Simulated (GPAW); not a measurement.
Input of a GPAW 26.7.0 run:

run.py

```python
from ase.calculators.mixing import SumCalculator
from ase.eos import EquationOfState
from ase.io import Trajectory, read
from ase.units import GPa
from dftd3.ase import DFTD3
from gpaw import GPAW, PW, setup_paths

setup_paths.insert(0, '.')

atoms = read('HgTe.cif')

traj = Trajectory('eos.traj', 'w')
volumes, energies = [], []
for x in [0.94, 0.96, 0.98, 1.0, 1.02, 1.04, 1.06]:
    a = atoms.copy()
    a.set_cell(atoms.cell * x**(1 / 3), scale_atoms=True)
    calc = GPAW(mode=PW(600),
                xc='GGA_X_OPTX+GGA_C_LYP',
                kpts={'size': (6, 6, 6), 'gamma': True},
                occupations={'name': 'fermi-dirac', 'width': 0.05},
                nbands=18,
                convergence={'density': 1e-05, 'energy': 1e-05},
                eigensolver='davidson',
                maxiter=150,
                txt=f'eos-{x:.2f}.txt')
    a.calc = SumCalculator([calc, DFTD3(method='olyp', damping='d3bj')])
    energies.append(a.get_potential_energy())
    volumes.append(a.get_volume())
    p = -a.get_stress()[:3].mean() / GPa
    calc.write(f'eos-{x:.2f}.gpw')
    traj.write(a)
    print(f'{x:.2f} {volumes[-1]:10.4f} A^3 {energies[-1]:14.6f} eV {p:9.3f} GPa', flush=True)

v0, e0, B = EquationOfState(volumes, energies, eos='birchmurnaghan').fit()
print(f'V0 = {v0:.4f} A^3, E0 = {e0:.6f} eV, B0 = {B / GPa:.2f} GPa')
```

File HgTe.cif:

```cif
data_HgTe
_cell_length_a 4.54598950
_cell_length_b 4.54598950
_cell_length_c 4.54598950
_cell_angle_alpha 60.00000000
_cell_angle_beta 60.00000000
_cell_angle_gamma 60.00000000
_space_group_name_H-M_alt 'P1'
_space_group_name_Hall 'P 1'
_space_group_IT_number 1
loop_
_space_group_symop_operation_xyz
'x,y,z'
loop_
_atom_site_label
_atom_site_type_symbol
_atom_site_symmetry_multiplicity
_atom_site_Wyckoff_symbol
_atom_site_fract_x
_atom_site_fract_y
_atom_site_fract_z
_atom_site_occupancy
Hg1 Hg 1 a 0.0000000000 0.0000000000 0.0000000000 1
Te1 Te 1 a 0.7500000000 0.7500000000 0.7500000000 1
```

Potentials or basis: PAW data sets generated in the run's folder for this functional, pw.

Command:

```sh
$ gpaw-setup -f GGA_X_OPTX+GGA_C_LYP Hg Te
$ OMP_NUM_THREADS=1 python run.py
```

Task: What does it give for the pressure derivative of the bulk modulus?

Result: 5.4.

Task: What does it give for the bulk modulus?

Result: 42 GPa.

Task: What does it give for the equilibrium volume?

Result: 33.30 Å³/atom.

Energy against volume, from the lowest point:
```tsv
volume (Å³/atom)	energy (meV/atom)
31.223	19.32
31.887	8.52
32.551	2.25
33.215	0.00
33.880	1.25
34.544	5.60
35.208	12.69
```

The run has no spin-orbit coupling, so splittings on Hg, Te are missing.

**Measured values to compare with.**

A printed reference work, monograph reports, for a bulk crystal of HgTe: bulk modulus 43 GPa.

A measured bulk modulus of HgTe is 43 GPa (a printed reference work, monograph); the calculated 42 GPa misses it by -2.7 %. The fit is for a static lattice scaled at fixed shape and fixed fractional positions.
